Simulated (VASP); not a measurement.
The system is KTaO3.

```
Ta K O
1.0
     3.98830    0.00000    0.00000
     0.00000    3.98830    0.00000
     0.00000    0.00000    3.98830
Ta K O
1 1 3
Cartesian
  0.0000 0.0000 0.0000
  1.9942 1.9942 1.9942
  0.0000 0.0000 1.9942
  0.0000 1.9942 0.0000
  1.9942 0.0000 0.0000
```

Base run:

* Program: VASP 6.6.1
* Functional: HSE03
* Potentials or basis: VASP PAW PBE potentials, release 64 (Ta_pv, K_sv, O)
* Cutoff: 520 eV
* k mesh: 4 × 4 × 4
* Occupations: gaussian, width 0.02 eV
* Spin: no spin polarisation

Its results: band gap on the k mesh 3.24 eV, indirect (least direct gap 3.91 eV); pressure 0.3 GPa.

Task: The run is repeated on the same cell with these changes: functional from HSE03 to r2SCAN-EpsX. What comes out?

Result: Band gap on the k mesh 4.03 eV, indirect (least direct gap 4.70 eV); pressure -1.8 GPa.

Caveats: the PAW data sets were made with another functional, which shifts forces and pressure a little; spin-orbit coupling is left out, which moves the levels of the heavy elements.

Not every run made on this cell is shown here.
